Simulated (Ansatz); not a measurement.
Density of states of MgO (Fm-3m) above the conduction band minimum, PBE, rigid bands (Ansatz, an electronic-structure program); cell volume 18.7 Å³.

(energy from edge (eV), 10⁻³ states/eV/cell): (0.006, 1.96); (0.031, 4.63); (0.056, 6.34); (0.081, 7.73); (0.106, 9.01); (0.131, 10.1); (0.156, 11.3); (0.181, 12.3); (0.206, 13.4); (0.231, 14.1); (0.256, 15.1); (0.281, 16.1); (0.319, 17.6); (0.344, 18.4); (0.369, 19.4); (0.394, 20.3); (0.419, 21.3); (0.444, 22.1); (0.469, 23.1); (0.494, 24.1); (0.519, 24.7); (0.544, 26.0); (0.569, 27.0); (0.594, 27.6)

Task: What effective density of states at 300 K does this give (∫ g(E) exp(−E/k_BT) dE, both spins, divided by the cell's size)?

Result: 5.2e18 cm⁻³, a density-of-states mass of 0.35 mₑ, valleys and band degeneracy included.

Spin-orbit coupling is left out. Geometry: cell and atoms relaxed with PBEsol.
